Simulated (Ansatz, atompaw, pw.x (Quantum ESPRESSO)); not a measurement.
# What a changed setting does to a pw.x run (fcc Co)

Potential: PAW, atompaw 4.2.0.5, PBE; core [Ar], reference 3d8 4s1 4p0; waves: 4s (bound): rc 2.20 bohr; 4s channel at 2.75 Ry: rc 3.00 bohr; 4p (bound, empty): rc 3.00 bohr; 4p channel at 0.85 Ry: rc 3.00 bohr; 3d (bound): rc 1.40 bohr; 3d channel at 0.8 Ry: rc 1.40 bohr; local part: bessel scheme, radius 2.25 bohr; core correction: smooth core density matched at 2.50 bohr; augmentation: sinc compensation charge, radius 2.50 bohr; PAW radius 3.00 bohr; waves and projectors: custom rrkj gramschmidtortho.

The reference run (k-mesh 16³, cutoffs 110/900 Ry, Fermi–Dirac 0.01 Ry, mixing_beta 0.4, conv_thr 1e-9, no spin) gives 0.93 GPa at 10.382 Å³/atom, where all-electron LAPW gives -0.50 GPa. This run, with its own iteration cap, changes nosym to true.

```
&control
  calculation='scf', prefix='x', pseudo_dir='./', outdir='./tmp', tstress=.true., disk_io='none'
/
&system
  ibrav=0, nat=1, ntyp=1, ecutwfc=110, ecutrho=900, nbnd=12,
  occupations='smearing', smearing='fd', degauss=0.01, nosym=.true.
/
&electrons
  conv_thr=1e-09, mixing_beta=0.4, electron_maxstep=70
/
ATOMIC_SPECIES
Co 1.0 Co.UPF
CELL_PARAMETERS angstrom
  0.00000000 1.73147813 1.73147813
  1.73147813 0.00000000 1.73147813
  1.73147813 1.73147813 0.00000000
ATOMIC_POSITIONS crystal
Co 0.0000 0.0000 0.0000
K_POINTS automatic
16 16 16 0 0 0
```

```bash
pw.x < Co.scf.in > Co.scf.out
```

How does the run end?

It converges in 8 iterations; the free energy moves by +0.0 meV/atom and the pressure by +0.06 GPa.

```
lattice parameter (alat)  =       4.6273  a.u.
     unit-cell volume          =      70.0612 (a.u.)^3
     number of electrons       =         9.00
     number of Kohn-Sham states=           12
     kinetic-energy cutoff     =     110.0000  Ry
     charge density cutoff     =     900.0000  Ry
     scf convergence threshold =      1.0E-09
     Exchange-correlation= SLA PW PBX PBC
     number of k points=  2052  Fermi-Dirac smearing, width (Ry)=  0.0100
     iteration #  1     ecut=   110.00 Ry     beta= 0.40
     total energy              =    -162.14220459 Ry
     estimated scf accuracy    <       0.21961219 Ry
     iteration #  2     ecut=   110.00 Ry     beta= 0.40
     total energy              =    -162.21201636 Ry
     estimated scf accuracy    <       0.01618490 Ry
     iteration #  3     ecut=   110.00 Ry     beta= 0.40
     total energy              =    -162.23070242 Ry
     estimated scf accuracy    <       0.00878313 Ry
     [... 2 iterations left out ...]
     iteration #  6     ecut=   110.00 Ry     beta= 0.40
     total energy              =    -162.23141829 Ry
     estimated scf accuracy    <       0.00000083 Ry
     iteration #  7     ecut=   110.00 Ry     beta= 0.40
     total energy              =    -162.23141840 Ry
     estimated scf accuracy    <       0.00000010 Ry
     iteration #  8     ecut=   110.00 Ry     beta= 0.40
     the Fermi energy is    17.5605 ev
!    total energy              =    -162.23141844 Ry
     estimated scf accuracy    <          7.8E-10 Ry
     smearing contrib. (-TS)   =      -0.01030279 Ry
     The total energy is F=E-TS. E is the sum of the following terms:
     one-electron contribution =      -1.38556126 Ry
     hartree contribution      =       5.07896142 Ry
     xc contribution           =      -9.34591968 Ry
     ewald contribution        =     -56.74994188 Ry
     one-center paw contrib.   =     -99.81865424 Ry
     convergence has been achieved in   8 iterations
          total   stress  (Ry/bohr**3)                   (kbar)     P=        9.89
     Message from routine punch:
     Nothing written, as per user request (disk_io='none')
```

The run took about 3 min on one core of a shared host (Intel(R) Xeon(R) 6975P-C, 192 threads, 1512 GiB, load 102).
